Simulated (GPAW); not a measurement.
Al3Cu2 in GPAW: convergence with k mesh

The system is Al3Cu2.

```xyz
5
Lattice="4.0920 0.0000 0.0000 -2.0460 3.5437 0.0000 0.0000 0.0000 4.9928" Properties=species:S:1:pos:R:3 pbc="T T T"
Cu    2.0460    1.1812    0.8013
Cu    0.0000    2.3625    4.1915
Al    2.0460    1.1812    3.2457
Al    0.0000    2.3625    1.7471
Al    0.0000    0.0000    0.0000
```

The cell comes from a database or a generator and needn't be the stable form of this composition.

* Program: GPAW 26.7.0
* Task: convergence study
* Functional: r2SCAN
* Potentials or basis: GPAW PAW data sets (gpaw-data 1.2.1)
* Cutoff: 600 eV
* Basis: pw
* k mesh: 2 × 2 × 2
* Occupations: fermi-dirac, width 0.05 eV
* Spin: no spin polarisation

These are the settings of the first run; the series varies k mesh, with any setting tied to it.

Hardware: 1 thread of Arm Neoverse V1, with other jobs on the host.

The values tried are 2 × 2 × 2, 3 × 3 × 2, 3 × 3 × 3, 4 × 4 × 3, 5 × 5 × 4, 6 × 6 × 4, 7 × 7 × 5, loosest first. From which on does the pressure stay within 0.1 GPa of the tightest run that finished?

From 5 × 5 × 4 on.

```tsv
k mesh	energy less the tightest run, at zero smearing (meV/atom)	pressure (GPa)	largest force (eV/Å)	SCF cycles	CPU time (s)	peak memory (GiB)
2 × 2 × 2	299.41	3.97	0.390	13	30	0.27
3 × 3 × 2	102.25	1.54	0.207	12	39	0.27
3 × 3 × 3	132.16	3.34	0.069	13	46	0.27
4 × 4 × 3	32.59	2.20	0.048	12	55	0.27
5 × 5 × 4	-1.21	1.09	0.032	12	100	0.29
6 × 6 × 4	2.29	1.13	0.026	13	140	0.3
7 × 7 × 5	0.00	1.12	0.017	12	180	0.31
```

Not settled before the last step: the energy (to 1 meV/atom), the largest force (to 0.005 eV/Å). Meshes of other sizes hit other points, so gaps and Fermi surfaces needn't settle smoothly. The tightest run that finished is the yardstick and may itself not be fully converged.

Caveat, for the tightest run too: with this Cu data set, volumes or pressures lay over 1.5 % or 2 GPa off other programs in two to four cells of ten; the PAW data sets were made with another functional, which shifts forces and pressure a little.
